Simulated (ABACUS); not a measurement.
Crystal: Ni.

```xyz
1
Lattice="0.0000 1.7376 1.7376 1.7376 0.0000 1.7376 1.7376 1.7376 0.0000" Properties=species:S:1:pos:R:3 pbc="T T T"
Ni    0.0000    0.0000    0.0000
```

Base run:

| Item | Value |
| --- | --- |
| Program | ABACUS 3.10.1 |
| Functional | LDA |
| Potentials or basis | PseudoDojo NC SR 0.4.1 LDA standard |
| Cutoff | 1333 eV |
| Density cutoff | 5333 eV |
| Basis | plane waves |
| k mesh | 10 × 10 × 10 |
| Occupations | fermi-dirac, width 0.05 eV |
| Spin | collinear spin, ferromagnetic start |
| Starting moments | [1.0] μB |

Its results: band gap on the k mesh none (metal or under the smearing width); pressure -9.6 GPa; net moment 0.69 μB per cell.

**Question.** The run is repeated on the same cell with these changes: functional from LDA to RPBE; potentials or basis from PseudoDojo NC SR 0.4.1 LDA standard to GBRV ultrasoft 1.5 PBE; cutoff from 1333 eV to 544 eV; density cutoff from 5333 eV to 4354 eV. What comes out?

**Answer.** Band gap on the k mesh none (metal or under the smearing width); pressure 4.7 GPa; net moment 0.00 μB per cell.

Caveats: the potentials were made for another functional, which shifts forces and pressure (some runs).
